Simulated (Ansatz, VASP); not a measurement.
## Cross-check of Ga19As19H30 (GaAs wire along [111], 38 atoms a period, H-terminated) between VASP and Ansatz

One calculation is typed for both programs; each brings its own data sets. How far apart do they land? The structure shown is the start of the Ansatz relaxation below; VASP solves that cell, so the two are compared at the walk's first step.

Program: Ansatz 0.2.0. Level of theory: plane waves, with VASP 6.6.1 beside it; single point at PBE. Results are calculated unless marked as measured.

## (1) Set-up

The cell holds 68 atoms: 19 Ga, 19 As and 30 H. Cell: a = 17.512 Å, b = 19.141 Å, c = 9.959 Å, α = 90.0°, β = 90.0°, γ = 90.0°. Vacuum lies along a and b. The structure's axis is c.

## (2) Ansatz: relaxation, PBE

Ansatz runs on its PAW soft_1 files.

The two programs are compared at the cell with which this relaxation starts, whose forces are those of its first step.

File input.yaml:

```yaml
crystal:
  lattice:
    - [17.512, 0.0, 0.0]
    - [0.0, 19.141, 0.0]
    - [0.0, 0.0, 9.9592921435]
  atoms:
    - { symbol: Ga, position: [0.267820043, 0.623369798, 0.0] }
    - { symbol: Ga, position: [0.383907983, 0.439411723, 0.0] }
    - { symbol: Ga, position: [0.499995922, 0.623369798, 0.0] }
    - { symbol: As, position: [0.267820043, 0.623369798, 0.25] }
    - { symbol: As, position: [0.383907983, 0.439411723, 0.25] }
    - { symbol: As, position: [0.499995922, 0.255453648, 0.25] }
    - { symbol: As, position: [0.499995922, 0.623369798, 0.25] }
    - { symbol: As, position: [0.616083862, 0.439411723, 0.25] }
    - { symbol: As, position: [0.732171801, 0.623369798, 0.25] }
    - { symbol: H, position: [0.194152581, 0.417004603, 0.280451396] }
    - { symbol: H, position: [0.267820043, 0.300267889, 0.280451396] }
    - { symbol: H, position: [0.42632846, 0.784920752, 0.280451396] }
    - { symbol: H, position: [0.573663384, 0.784920752, 0.280451396] }
    - { symbol: H, position: [0.732171801, 0.300267889, 0.280451396] }
    - { symbol: H, position: [0.805839263, 0.417004603, 0.280451396] }
    - { symbol: H, position: [0.19555133, 0.5851964, 0.30187785] }
    - { symbol: H, position: [0.267820043, 0.699716593, 0.30187785] }
    - { symbol: H, position: [0.427727209, 0.217280251, 0.30187785] }
    - { symbol: H, position: [0.572264635, 0.217280251, 0.30187785] }
    - { symbol: H, position: [0.732171801, 0.699716593, 0.30187785] }
    - { symbol: H, position: [0.804440514, 0.5851964, 0.30187785] }
    - { symbol: Ga, position: [0.267820043, 0.378092365, 0.333333333] }
    - { symbol: Ga, position: [0.383907983, 0.562050439, 0.333333333] }
    - { symbol: Ga, position: [0.499995922, 0.378092365, 0.333333333] }
    - { symbol: Ga, position: [0.499995922, 0.746008514, 0.333333333] }
    - { symbol: Ga, position: [0.616083862, 0.562050439, 0.333333333] }
    - { symbol: Ga, position: [0.732171801, 0.378092365, 0.333333333] }
    - { symbol: As, position: [0.267820043, 0.378092365, 0.583333333] }
    - { symbol: As, position: [0.383907983, 0.562050439, 0.583333333] }
    - { symbol: As, position: [0.499995922, 0.378092365, 0.583333333] }
    - { symbol: As, position: [0.499995922, 0.746008514, 0.583333333] }
    - { symbol: As, position: [0.616083862, 0.562050439, 0.583333333] }
    - { symbol: As, position: [0.732171801, 0.378092365, 0.583333333] }
    - { symbol: H, position: [0.194152581, 0.539643319, 0.613784729] }
    - { symbol: H, position: [0.310240521, 0.723601394, 0.613784729] }
    - { symbol: H, position: [0.383907983, 0.238948531, 0.613784729] }
    - { symbol: H, position: [0.616083862, 0.238948531, 0.613784729] }
    - { symbol: H, position: [0.689751324, 0.723601394, 0.613784729] }
    - { symbol: H, position: [0.805839263, 0.539643319, 0.613784729] }
    - { symbol: H, position: [0.19555133, 0.339918967, 0.635211184] }
    - { symbol: H, position: [0.499995922, 0.82235531, 0.635211184] }
    - { symbol: H, position: [0.804440514, 0.339918967, 0.635211184] }
    - { symbol: Ga, position: [0.267820043, 0.500731081, 0.666666667] }
    - { symbol: Ga, position: [0.383907983, 0.316773007, 0.666666667] }
    - { symbol: Ga, position: [0.383907983, 0.684689156, 0.666666667] }
    - { symbol: Ga, position: [0.499995922, 0.500731081, 0.666666667] }
    - { symbol: Ga, position: [0.616083862, 0.684689156, 0.666666667] }
    - { symbol: Ga, position: [0.616083862, 0.316773007, 0.666666667] }
    - { symbol: Ga, position: [0.732171801, 0.500731081, 0.666666667] }
    - { symbol: As, position: [0.267820043, 0.500731081, 0.916666667] }
    - { symbol: As, position: [0.383907983, 0.316773007, 0.916666667] }
    - { symbol: As, position: [0.383907983, 0.684689156, 0.916666667] }
    - { symbol: As, position: [0.499995922, 0.500731081, 0.916666667] }
    - { symbol: As, position: [0.616083862, 0.684689156, 0.916666667] }
    - { symbol: As, position: [0.616083862, 0.316773007, 0.916666667] }
    - { symbol: As, position: [0.732171801, 0.500731081, 0.916666667] }
    - { symbol: H, position: [0.194152581, 0.662282035, 0.947118062] }
    - { symbol: H, position: [0.499995922, 0.177629173, 0.947118062] }
    - { symbol: H, position: [0.805839263, 0.662282035, 0.947118062] }
    - { symbol: H, position: [0.19555133, 0.462557683, 0.968544517] }
    - { symbol: H, position: [0.31163927, 0.278599609, 0.968544517] }
    - { symbol: H, position: [0.383907983, 0.761035951, 0.968544517] }
    - { symbol: H, position: [0.616083862, 0.761035951, 0.968544517] }
    - { symbol: H, position: [0.688352575, 0.278599609, 0.968544517] }
    - { symbol: H, position: [0.804440514, 0.462557683, 0.968544517] }
    - { symbol: Ga, position: [0.499995922, 0.255453648, 0.0] }
    - { symbol: Ga, position: [0.616083862, 0.439411723, 0.0] }
    - { symbol: Ga, position: [0.732171801, 0.623369798, 0.0] }
kpoints:
  mp_grid: { grid: [1, 1, 9] }
scf:
  occupations: { method: fermi_dirac, width: 0.05 }
hamiltonian:
  xc: pbe
  pseudopotentials: { kind: paw, azcp: { folder: soft_1 } }
relax:
  cell: { fix: [a, b, alpha, beta, gamma] }
  max_steps: 45
  f_tol: 0.03
```

Launch:

```bash
> ansatz run input.yaml --threads 4 --pin off --max-ram 16384MiB --backend cpu --events-out ev --progress --plain --runs-dir out
```

Numbers of over 12 decimals in the logs are rounded to 6 here.

Output:

```text
Engine: ansatz 0.2.0, x86_64-unknown-linux-gnu
Pseudopotentials: kind: paw
Pseudopotential: Ga, paw, valence charge 13, recommended cutoff 420 eV (normal), soft_1/Ga.paw.azcp
Pseudopotential: As, paw, valence charge 15, recommended cutoff 420 eV (normal), soft_1/As.paw.azcp
Pseudopotential: H, paw, valence charge 1, recommended cutoff 420 eV (normal), soft_1/H.paw.azcp
Functional definition: PBE
  parameter kappa = 0.804
  parameter beta = 0.066725
  exchange = pbe_x(kappa = kappa, mu = beta*pi^2/3)
  correlation = pbe_c(beta = beta)
Crystal: 68 atoms, lattice volume = 3338.327 Å³
Basis set: ecut = 420 eV, 65269 PW (Γ), exchange–correlation on 240×256×144 points (8 copies of the dense FFT grid, shifted against one another)
Bands: 349, of which v1, the nominal top of the filled ones, is band 281 counted from 1 (280 counted from 0)
Symmetry: 2 space group operations
Space group: Pm (ITA 6), of the structure as read, at distance tolerance 1.5e-4 Å
k-points: 5 of 9 (time reversal used)
Non-local potential: Ga, projectors of the file, l = 0: 2, l = 1: 2, l = 2: 3, l = 3: 1
Non-local potential: As, projectors of the file, l = 0: 2, l = 1: 2, l = 2: 3, l = 3: 1
Non-local potential: H, projectors of the file, l = 0: 2, l = 1: 1
PAW form: soft (Blöchl's): semilocal exchange-correlation on the pseudo side does not see the compensation charge
PAW one-centre angular grid: Ga, 590 points (default); XC on 64 Gauss nodes
PAW one-centre angular grid: As, 590 points (default); XC on 64 Gauss nodes
PAW one-centre angular grid: H, 110 points (default); XC on 64 Gauss nodes
Initial density: superposition of atomic densities (neutral atoms: chi_scale 0, normalization atom)
Initial wavefunctions: pseudopotential atomic-orbital guess
Functional: x = pbe(κ = 0.804, μ = 0.219515), c = pbe(β = 0.066725)
SCF iter   1: F=—  HF=-164631.769580 eV  |F-HF|=—  |Δ(HF+E_count)|=         —  Δρ=3.21e-2  dr2=3.27e1  ethr=3.10e-3  ⟨swp⟩=6.0  Hψ=7052  notcnv=0  defer=116
preconditioner: auto → Resta (q_TF=auto, 2.027 Å⁻¹)  ε∞=1.8  [insulator: Δε(μ)=2.299 eV  Ē_g=13.704 eV  σ=0.050 eV  W_gap=1.00  n_scr=468 (ndim 8)  ℏωp=12.4 eV  f_vac=0.592  D(μ)=0.00/eV (n_scr^D=0)  ε∞_Penn≈1.8  vacuum switching on, ρ_ref=1.4e-2 e/Å³]
SCF iter   2: F=—  HF=-164623.582931 eV  |F-HF|=—  |Δ(HF+E_count)|=    8.19e0  Δρ=1.46e-2  dr2=6.48e0  ethr=3.10e-3  ⟨swp⟩=3.0  Hψ=2434  notcnv=0  defer=308
SCF iter   3: F=—  HF=-164622.583164 eV  |F-HF|=—  |Δ(HF+E_count)|=    1.00e0  Δρ=4.04e-3  dr2=1.83e0  ethr=1.15e-3  ⟨swp⟩=3.6  Hψ=3650  notcnv=0  defer=306
SCF iter   4: F=—  HF=-164622.138461 eV  |F-HF|=—  |Δ(HF+E_count)|=   4.45e-1  Δρ=1.51e-3  dr2=1.35e-1  ethr=3.26e-4  ⟨swp⟩=4.8  Hψ=2724  notcnv=0  defer=295
SCF iter   5: F=—  HF=-164622.137391 eV  |F-HF|=—  |Δ(HF+E_count)|=   1.07e-3  Δρ=7.00e-4  dr2=1.90e-2  ethr=2.40e-5  ⟨swp⟩=3.2  Hψ=3036  notcnv=0  defer=288
SCF iter   6: F=—  HF=-164622.137379 eV  |F-HF|=—  |Δ(HF+E_count)|=   1.19e-5  Δρ=2.12e-4  dr2=1.12e-3  ethr=3.38e-6  ⟨swp⟩=2.0  Hψ=2637  notcnv=0  defer=288
SCF iter   7: F=—  HF=-164622.138614 eV  |F-HF|=—  |Δ(HF+E_count)|=   1.24e-3  Δρ=6.81e-5  dr2=2.20e-4  ethr=1.99e-7  ⟨swp⟩=2.0  Hψ=2637  notcnv=0  defer=288
SCF iter   8: F=—  HF=-164622.138767 eV  |F-HF|=—  |Δ(HF+E_count)|=   1.52e-4  Δρ=2.14e-5  dr2=2.70e-5  ethr=3.91e-8  ⟨swp⟩=2.0  Hψ=2637  notcnv=0  defer=288
SCF iter   9: F=—  HF=-164622.138388 eV  |F-HF|=—  |Δ(HF+E_count)|=   3.78e-4  Δρ=1.14e-5  dr2=4.89e-6  ethr=4.81e-9  ⟨swp⟩=2.0  Hψ=2925  notcnv=0  defer=288
SCF iter  10: F=—  HF=-164622.138391 eV  |F-HF|=—  |Δ(HF+E_count)|=   2.58e-6  Δρ=3.14e-6  dr2=5.86e-7  ethr=8.70e-10  ⟨swp⟩=2.0  Hψ=2637  notcnv=0  defer=288
SCF iter  11: F=—  HF=-164622.138392 eV  |F-HF|=—  |Δ(HF+E_count)|=   5.11e-7  Δρ=1.15e-6  dr2=1.82e-7  ethr=1.78e-11  ⟨swp⟩=4.0  Hψ=5755  notcnv=0
SCF iter  12: F=-164622.138392 eV  HF=-164622.138392 eV  |F-HF|=9.08e-9  |Δ(HF+E_count)|=   1.86e-8  Δρ=5.60e-7  dr2=1.31e-8  ethr=1.78e-11  ⟨swp⟩=4.0  Hψ=4737  notcnv=0
SCF 1 converged in 12 iterations: F = -164622.138392 eV  dr2 = 1.31e-8
  greatest PAW one-centre occupation: 0.999 electrons in one spin orbital (limit 2), on the As atom at site 5 (counted from 0), in its partial waves of l = 2
relax step   1: F+E_penalty+E_count = -164622.13839159 eV  Δ(F+E_penalty+E_count) = +0.000e0 eV  max|allowed force component| = 7.528e-1 eV/Å  Δτ_max = 0.0000 Å  P = -0.354 GPa  Ω = 3338.327 Å³  fix = [a, b, alpha, beta, gamma]  reactions: a -0.518, b -0.520 GPa; alpha -0.000 GPa/rad  (12 SCF iters, dr2 threshold 1.00e-7 eV, accepted)
Crystal: 68 atoms, lattice volume = 3337.309 Å³
Basis set: ecut = 420 eV, 65241 PW (Γ), exchange–correlation on 240×256×144 points (8 copies of the dense FFT grid, shifted against one another)
Initial density: handed on by an earlier stage of this run
Initial wavefunctions: those handed on with the density
[...]
atom  17  H      0.00068323     0.00144025    -0.00078199
  atom  18  H     -0.00158239    -0.00014472    -0.00077266
  atom  19  H      0.00158239    -0.00014472    -0.00077266
  atom  20  H     -0.00068323     0.00144025    -0.00078199
  atom  21  H      0.00093881    -0.00134327    -0.00076742
  atom  22  Ga     0.00722363     0.00415648    -0.00348421
  atom  23  Ga     0.01303077    -0.00763763     0.00286368
  atom  24  Ga     0.00000000     0.01500893     0.00284783
  atom  25  Ga     0.00000000    -0.00844421    -0.00346841
  atom  26  Ga    -0.01303077    -0.00763763     0.00286368
  atom  27  Ga    -0.00722363     0.00415648    -0.00348421
  atom  28  As     0.00080908     0.00048989    -0.00026726
  atom  29  As    -0.00048632     0.00032773     0.00010346
  atom  30  As     0.00000000    -0.00055605     0.00010391
  atom  31  As     0.00000000    -0.00097234    -0.00024638
  atom  32  As     0.00048632     0.00032773     0.00010346
  atom  33  As    -0.00080908     0.00048989    -0.00026726
  atom  34  H      0.00213641    -0.00168572    -0.00004717
  atom  35  H      0.00256721    -0.00098876    -0.00003192
  atom  36  H     -0.00039908     0.00277708    -0.00002967
  atom  37  H      0.00039908     0.00277708    -0.00002967
  atom  38  H     -0.00256721    -0.00098876    -0.00003192
  atom  39  H     -0.00213641    -0.00168572    -0.00004717
  atom  40  H     -0.00322114    -0.00185305     0.00219032
[...]
atom  61  H      0.00205270    -0.00028613     0.00068766
  atom  62  H     -0.00127646    -0.00163767     0.00069894
  atom  63  H      0.00127646    -0.00163767     0.00069894
  atom  64  H     -0.00205270    -0.00028613     0.00068766
  atom  65  H     -0.00078917     0.00191912     0.00070465
  atom  66  Ga     0.00000000     0.00177683    -0.00070357
  atom  67  Ga     0.00118493    -0.00075346     0.00588903
  atom  68  Ga    -0.00165386    -0.00098602    -0.00069908
  max |Σ_I F_I| component: 2.40e-6 eV/Å
--- Stress (GPa, compression-positive) ---
        0.000782       0.000000       0.000000
        0.000000      -0.001527      -0.000021
        0.000000      -0.000021      -0.001839
  P = ⅓ Tr σ = -0.0009 GPa (-0.009 kbar)
--- Relaxed structure (6 steps of the walk, 6 accepted, 1 SCFs on fresh bases) ---
  F+E_penalty+E_count = -164623.78924308 eV   max|allowed force component| = 1.501e-2 eV/Å   (the final SCF, on the basis selected at the relaxed cell)
  cell:  # Å, volume = 3340.2518 Å³
    - [17.512, 0.0, 0.0]
    - [0.0, 19.141, 0]
    - [0.0, 0, 9.965035]
  atoms:
    - { symbol: Ga, position: [0.262344, 0.626276, -0.00743315] }
    - { symbol: Ga, position: [0.386086, 0.440567, 0.010460] }
    - { symbol: Ga, position: [0.5, 0.621088, 0.010450] }
    - { symbol: As, position: [0.275738, 0.619189, 0.242604] }
    - { symbol: As, position: [0.381089, 0.437918, 0.257966] }
    - { symbol: As, position: [0.5, 0.263798, 0.242594] }
    - { symbol: As, position: [0.5, 0.626361, 0.257962] }
    - { symbol: As, position: [0.618911, 0.437918, 0.257966] }
    - { symbol: As, position: [0.724262, 0.619189, 0.242604] }
    - { symbol: H, position: [0.192042, 0.421344, 0.282062] }
    - { symbol: H, position: [0.270885, 0.296405, 0.282079] }
    - { symbol: H, position: [0.421158, 0.784437, 0.282088] }
    - { symbol: H, position: [0.578842, 0.784437, 0.282088] }
    - { symbol: H, position: [0.729115, 0.296405, 0.282079] }
    - { symbol: H, position: [0.807958, 0.421344, 0.282062] }
    - { symbol: H, position: [0.203103, 0.588616, 0.301503] }
    - { symbol: H, position: [0.268344, 0.692022, 0.301514] }
    - { symbol: H, position: [0.434747, 0.221518, 0.301467] }
    - { symbol: H, position: [0.565253, 0.221518, 0.301467] }
    - { symbol: H, position: [0.731656, 0.692022, 0.301514] }
    - { symbol: H, position: [0.796897, 0.588616, 0.301503] }
    - { symbol: Ga, position: [0.260542, 0.374238, 0.327163] }
    - { symbol: Ga, position: [0.389747, 0.558973, 0.342805] }
    - { symbol: Ga, position: [0.5, 0.384248, 0.342792] }
    - { symbol: Ga, position: [0.5, 0.753713, 0.327195] }
    - { symbol: Ga, position: [0.610253, 0.558973, 0.342805] }
    - { symbol: Ga, position: [0.739458, 0.374238, 0.327163] }
    - { symbol: As, position: [0.274772, 0.381759, 0.577323] }
    - { symbol: As, position: [0.383499, 0.562273, 0.590429] }
    - { symbol: As, position: [0.5, 0.377646, 0.590421] }
    - { symbol: As, position: [0.5, 0.738687, 0.577346] }
    - { symbol: As, position: [0.616501, 0.562273, 0.590429] }
    - { symbol: As, position: [0.725228, 0.381759, 0.577323] }
    - { symbol: H, position: [0.190081, 0.541625, 0.616402] }
    - { symbol: H, position: [0.306313, 0.725824, 0.616388] }
    - { symbol: H, position: [0.383762, 0.234713, 0.616429] }
    - { symbol: H, position: [0.616238, 0.234713, 0.616429] }
    - { symbol: H, position: [0.693687, 0.725824, 0.616388] }
    - { symbol: H, position: [0.809919, 0.541625, 0.616402] }
    - { symbol: H, position: [0.204929, 0.344864, 0.635022] }
    - { symbol: H, position: [0.5, 0.812469, 0.635050] }
    - { symbol: H, position: [0.795071, 0.344864, 0.635022] }
    - { symbol: Ga, position: [0.264194, 0.502358, 0.662015] }
    - { symbol: Ga, position: [0.383632, 0.313079, 0.662021] }
    - { symbol: Ga, position: [0.380560, 0.686767, 0.662020] }
    - { symbol: Ga, position: [0.5, 0.500731, 0.669243] }
    - { symbol: Ga, position: [0.619440, 0.686767, 0.662020] }
    - { symbol: Ga, position: [0.616368, 0.313079, 0.662021] }
    - { symbol: Ga, position: [0.735806, 0.502358, 0.662015] }
    - { symbol: As, position: [0.275087, 0.504056, 0.912896] }
    - { symbol: As, position: [0.390680, 0.320868, 0.912898] }
    - { symbol: As, position: [0.384398, 0.677290, 0.912897] }
    - { symbol: As, position: [0.5, 0.500737, 0.920302] }
    - { symbol: As, position: [0.615602, 0.677290, 0.912897] }
    - { symbol: As, position: [0.609320, 0.320868, 0.912898] }
    - { symbol: As, position: [0.724913, 0.504056, 0.912896] }
    - { symbol: H, position: [0.188240, 0.665397, 0.948812] }
    - { symbol: H, position: [0.5, 0.171395, 0.948747] }
    - { symbol: H, position: [0.811760, 0.665397, 0.948812] }
    - { symbol: H, position: [0.204535, 0.467083, 0.967327] }
    - { symbol: H, position: [0.320410, 0.283448, 0.967332] }
    - { symbol: H, position: [0.384119, 0.751678, 0.967316] }
    - { symbol: H, position: [0.615881, 0.751678, 0.967316] }
    - { symbol: H, position: [0.679590, 0.283448, 0.967332] }
    - { symbol: H, position: [0.795465, 0.467083, 0.967327] }
    - { symbol: Ga, position: [0.5, 0.249670, -0.00743692] }
    - { symbol: Ga, position: [0.613914, 0.440567, 0.010460] }
    - { symbol: Ga, position: [0.737656, 0.626276, -0.00743315] }
```

(Part 1 of 2 ends here.)

[Lines on the potential files, build, host, timing and source positions are cut from VASP's logs without a mark.]

[Logs are printed without paths, hosts, clocks, repeated set-up lines and the standing remarks that a program may print on its own settings, such as how far it seeks lower states.]

[Hosts, paths, dates, database ids (printed as entryN), source tags and the programs' standing remarks are cut or masked in the printed files.]
